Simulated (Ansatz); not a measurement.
# MgO (Fm-3m): one-shot GW input and result

All numbers below come from Ansatz 0.2.0-dev, G0W0@PBE, plasmon-pole screening, hard PAW set made for 700 eV.

Input files:

```yaml
crystal:
  lattice:
    - [0.0, 2.1055, 2.1055]
    - [2.1055, 0.0, 2.1055]
    - [2.1055, 2.1055, 0.0]
  atoms:
    - { symbol: Mg, position: [0, 0, 0] }
    - { symbol: O, position: [0.5, 0.5, 0.5] }
kpoints:
  mp_grid: { grid: [6, 6, 6], shift: [0, 0, 0] }
hamiltonian:
  xc: pbe
  pseudopotentials:
    kind: paw
    azcp:
      Mg: "pseudopotentials/Mg.paw.azcp"
      O: "pseudopotentials/O.paw.azcp"
scf:
  occupations: { method: fixed }
  convergence: { dr2_threshold: "1e-9 eV" }
  lower_state_search: "off"
output:
  forces: false
  stress: false
gw:
  n_empty_bands: 180
  ecut_chi: 180.0
  qp_bands: [v8, c1]
  qp_kpoints: [[0, 0, 0]]
  ecutfock_ratio: 2
basis:
  ecutwfc: 700
```

The input is rewritten from the run's settings (development build, wave cutoff 700 eV).

Levels count from the highest filled Kohn-Sham level listed; ε_QP = ε_KS + Z(Σ − Vxc). VB is the top filled band, CB the lowest empty one.

| k | band | ε_KS (eV) | Σx − Vxc (eV) | Σc (eV) | Z | ε_QP (eV) |
| --- | --- | --- | --- | --- | --- | --- |
| Γ | VB-2 | 0.00 | -5.49 | 3.62 | 0.81 | -1.51 |
| Γ | VB-1 | 0.00 | -5.49 | 3.62 | 0.81 | -1.51 |
| Γ | VB | 0.00 | -5.49 | 3.62 | 0.81 | -1.51 |
| Γ | CB | 4.74 | 4.76 | -3.58 | 0.86 | 5.75 |

The gap (direct at Γ) opens from 4.74 eV to 7.26 eV.

Electronic (ion-clamped) dielectric constant on this mesh, from the head of the inverse dielectric matrix: 3.1.

The program doubts some quasiparticle rows away from the edges, which needn't be among those shown. Band sums or response are cut, so the gap isn't at its basis limit.
